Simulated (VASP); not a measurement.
# CeO (Pm-3m) in VASP: further runs, part 2 of 2

VASP 6.6.1. Earlier steps stand in the parts before.

## Step 4: Single point, PBEsol+U, collinear spin, random start

This run uses another cell than the first one: it holds 2 atoms, not 4.

INCAR reads:

```
  PREC = Accurate
  ENCUT = 520
  EDIFF = 1E-6
  ISMEAR = 0
  SIGMA = 0.05
  LREAL = F
  LASPH = T
  NELM = 100
  ALGO = Normal
  ISIF = 2
  LWAVE = F
  LCHARG = F
  ISPIN = 2
  MAGMOM = -0.34 0
  LORBIT = 11
  LMAXMIX = 6
  LDAU = T
  LDAUTYPE = 2
  LDAUL = 3 -1
  LDAUU = 2 0
  LDAUJ = 0 0
  LDAUPRINT = 1
  GGA = PS
```

KPOINTS reads:

```
regular mesh
0
Gamma
  7 7 7
```

POSCAR reads:

```
CeO
1.0
    2.8880971600      0.0000000000      0.0000000000
    0.0000000000      2.8880971600      0.0000000000
    0.0000000000      0.0000000000      2.8880971600
Ce O
1 1
Direct
    0.0000000000      0.0000000000      0.0000000000
    0.5000000000      0.5000000000      0.5000000000
```

Potentials or basis: VASP PAW PBE potentials, release 64 (Ce, O).

The run is started by

```sh
cat potpaw_PBE.64/Ce/POTCAR potpaw_PBE.64/O/POTCAR > POTCAR
mpirun -np 1 vasp_std > vasp.out
```

OUTCAR:

```text
PREC = Accurate
   ENCUT = 520
   EDIFF = 1E-6
   ISMEAR = 0
   LREAL = F
   LASPH = T
   NELM = 100
   ISIF = 2
   ISPIN = 2
   LORBIT = 11
   GGA = PS

 ion  position               nearest neighbor table
   1  0.000  0.000  0.000-   2 2.50   2 2.50   2 2.50   2 2.50   2 2.50   2 2.50   2 2.50   2 2.50

   2  0.500  0.500  0.500-   1 2.50   1 2.50   1 2.50   1 2.50   1 2.50   1 2.50   1 2.50   1 2.50

  LATTYP: Found a simple cubic cell.
 ALAT       =     2.8880971600

  Lattice vectors:

 A1 = (   2.8880971600,   0.0000000000,   0.0000000000)
 A2 = (   0.0000000000,   2.8880971600,   0.0000000000)
 A3 = (   0.0000000000,   0.0000000000,   2.8880971600)

Analysis of symmetry for initial positions (statically):
=====================================================================
 Subroutine PRICEL returns:
 Original cell was already a primitive cell.

 Routine SETGRP: Setting up the symmetry group for a
 simple cubic supercell.

 Subroutine GETGRP returns: Found 48 space group operations
 (whereof 48 operations were pure point group operations)
 out of a pool of 48 trial point group operations.

The static configuration has the point symmetry O_h .

Analysis of symmetry for dynamics (positions and initial velocities):
=====================================================================
 Subroutine PRICEL returns:
 Original cell was already a primitive cell.

 Routine SETGRP: Setting up the symmetry group for a
 simple cubic supercell.

 Subroutine GETGRP returns: Found 48 space group operations
 (whereof 48 operations were pure point group operations)
 out of a pool of 48 trial point group operations.

The dynamic configuration has the point symmetry O_h .

Analysis of structural, dynamic, and magnetic symmetry:
=====================================================================
[... 527 lines left out ...]
      2      -6.6929      1.00000
      3      -5.8530      1.00000
      4      -5.8530      1.00000
      5      -5.7554      1.00000
      6       4.6075      1.00000
      7       4.6075      1.00000
      8       5.1447      1.00000
      9      14.3928      0.00000
     10      14.3928      0.00000
     11      14.4354      0.00000
     12      14.6300      0.00000
     13      14.9107      0.00000
 Fermi energy:        13.6656850472

 spin component 2

 k-point     1 :       0.0000    0.0000    0.0000
  band No.  band energies     occupation
      1     -22.9226      1.00000
      2      -6.8402      1.00000
      3      -3.2955      1.00000
      4      -3.2955      1.00000
      5      -3.2955      1.00000
      6       9.0900      1.00000
      7       9.0900      1.00000
      8       9.0900      1.00000
      9      10.2612      1.00000
     10      10.2612      1.00000
     11      14.1017      0.00000
     12      14.1017      0.00000
[... 291 lines left out ...]
  band No.  band energies     occupation
      1     -20.7146      1.00000
      2      -6.6968      1.00000
      3      -5.9088      1.00000
      4      -5.9088      1.00000
      5      -5.8005      1.00000
      6       4.6051      1.00000
      7       4.6051      1.00000
      8       5.1408      1.00000
      9      14.1572      0.00000
     10      14.1572      0.00000
     11      14.2031      0.00000
     12      14.5282      0.00000
     13      14.8358      0.00000

------------------------ aborting loop because EDIFF is reached ----------------------------------------

  FORCE on cell =-STRESS in cart. coord.  units (eV):
  Direction    XX          YY          ZZ          XY          YZ          ZX
  --------------------------------------------------------------------------------------
  -------------------------------------------------------------------------------------
  Total        5.3153467      5.3153467      5.3153467     -0.0000000     -0.0000000      0.0000000
  in kB      353.5141304    353.5141304    353.5141304     -0.0000000     -0.0000000      0.0000000
  external PRESSURE =     353.5141304 kB  Pullay stress =       0.0000000 kB

 VOLUME and BASIS-vectors are now :
 -----------------------------------------------------------------------------
  energy-cutoff  :      520.00
  volume of cell :       24.09
      direct lattice vectors                 reciprocal lattice vectors
     2.888097160  0.000000000  0.000000000     0.346248739  0.000000000  0.000000000
     0.000000000  2.888097160  0.000000000     0.000000000  0.346248739  0.000000000
     0.000000000  0.000000000  2.888097160     0.000000000  0.000000000  0.346248739

 POSITION                                       TOTAL-FORCE (eV/Angst)
 -----------------------------------------------------------------------------------
      0.00000      0.00000      0.00000         0.000000      0.000000      0.000000
      1.44405      1.44405      1.44405         0.000000      0.000000      0.000000
 -----------------------------------------------------------------------------------
    total drift:                                0.000000      0.000000     -0.000000

  FREE ENERGIE OF THE ION-ELECTRON SYSTEM (eV)
  ---------------------------------------------------
  free  energy   TOTEN  =       -14.9439271266 eV

  energy  without entropy=      -14.9387248994  energy(sigma->0) =      -14.94132601

 total charge

# of ion       s       p       d       f       tot
--------------------------------------------------
    1        2.013   5.677   1.463   1.133  10.286
    2        1.564   3.449   0.000   0.000   5.012
--------------------------------------------------
tot          3.577   9.126   1.463   1.133  15.299

 magnetization (x)

# of ion       s       p       d       f       tot
--------------------------------------------------
    1        0.001   0.000   0.002  -0.172  -0.169
    2       -0.001   0.004   0.000   0.000   0.004
--------------------------------------------------
tot          0.000   0.005   0.002  -0.172  -0.165
```

OSZICAR:

```text
N       E                     dE             d eps       ncg     rms          rms(c)
DAV:   1     0.155650334315E+03    0.15565E+03   -0.82444E+03  1064   0.193E+03
DAV:   2     0.116393888854E+01   -0.15449E+03   -0.14805E+03  1488   0.295E+02
[... 45 lines left out ...]
DAV:  48    -0.149439814471E+02   -0.16282E-04   -0.38765E-06  1018   0.129E-02    0.684E-02
DAV:  49    -0.149439645463E+02    0.16901E-04   -0.36501E-06   996   0.159E-02    0.662E-02
DAV:  50    -0.149439399748E+02    0.24571E-04   -0.87211E-06  1141   0.202E-02    0.645E-02
DAV:  51    -0.149439315262E+02    0.84486E-05   -0.13767E-06   806   0.106E-02    0.643E-02
DAV:  52    -0.149439267237E+02    0.48025E-05   -0.55732E-07   685   0.735E-03    0.644E-02
DAV:  53    -0.149439271266E+02   -0.40284E-06   -0.12835E-07   565   0.571E-03
   1 F= -.14943927E+02 E0= -.14941326E+02  d E =-.520223E-02  mag=    -0.1553
```

It took 45 s on 1 thread of Intel Xeon Platinum 8488C (Sapphire Rapids), shared host; peak memory 0.17 GiB.

Results:

```yaml
Free_energy: -14.9439 eV
Pressure: 35.4 GPa
Band_gap_on_the_k_mesh: none (metal or under the smearing width)
Net_moment: -0.16 μB per cell
Site_moments: Ce -0.17; O +0.00 μB
Valence_electrons_inside_the_program's_atomic_spheres: Ce 10.29; O 5.01
```

Eigenvalues of the final occupation matrices:
```csv
site,spin,trace,eigenvalues
site 1 f,1,0.49,0.04 0.05 0.05 0.05 0.10 0.10 0.10
site 1 f,2,0.65,0.04 0.05 0.05 0.05 0.16 0.16 0.16
```

Caveat: the magnetic or orbital state may not be the lowest; a pressure of tens of GPa on the cell as given is suspect, and the run, the potentials or the cell itself is likely at fault; the PAW data sets were made with another functional, which shifts forces and pressure a little; spin-orbit coupling is left out, which moves the levels of the heavy elements.

## Step 5: Overview

```tsv
spin	k mesh	supercell matrix	gap on the mesh (eV)	pressure (GPa)	moment (μB)
collinear, antiferromagnetic start	6 × 6 × 6	[0, 1, 1, 1, 0, 1, 1, 1, 0]	none	37.1	0.00
collinear, zero start	7 × 7 × 7	-	none	34.9	0.00
collinear, random start	7 × 7 × 7	-	none	35.4	0.16
```

Alike in all rows: task single point; level PBEsol+U; potentials or basis VASP PAW PBE potentials, release 64 (Ce, O); Ce f U = 2 eV; cell as given; cutoff (eV) 520; smearing gaussian 0.05 eV.

Every run on the cell as given and a fine mesh finds a metal.

Caveats: the magnetic or orbital state may not be the lowest; a pressure of tens of GPa on the cell as given is suspect, and the run, the potentials or the cell itself is likely at fault; the PAW data sets were made with another functional, which shifts forces and pressure a little; spin-orbit coupling is left out, which moves the levels of the heavy elements.

Total energies depend on the potentials used, so only differences within one code and one set of settings carry meaning.
